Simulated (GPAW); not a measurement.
Crystal: NiO.

```
Ni O
1.0
     0.00000    2.24063    2.24063
     2.24063    0.00000    2.24063
     2.24063    2.24063    0.00000
Ni O
1 1
Direct
  0.00000 0.00000 0.00000
  0.75000 0.75000 0.75000
```

The cell was built by a generator and needn't be a form met in nature.

Base run:

| Quantity | Value |
| --- | --- |
| Program | GPAW 26.7.0 |
| Functional | LDA |
| Potentials or basis | the program's PAW data sets (release 1.2.1) made for this functional |
| Cutoff | 800 eV |
| Basis | pw |
| k mesh | 7 × 7 × 7 |
| Occupations | fermi-dirac, width 0.05 eV |
| Spin | collinear spin, ferromagnetic start |
| Starting moments | [1.0, 0.0] μB |

Its results: pressure -12.9 GPa; net moment 1.71 μB per cell; site moments Ni +1.35; O +0.24 μB.

Task: The run is repeated on the same cell with these changes: functional from LDA to RPBE. What comes out?

Result: Pressure 9.4 GPa; net moment 1.94 μB per cell; site moments Ni +1.55; O +0.28 μB.

RPBE binds less tightly than LDA, so the same cell stands under more pressure.

Caveats: the stock nickel data set gives pressures a few GPa off other programs; a cell with one magnetic atom can't hold antiferromagnetic order, which such compounds often take.
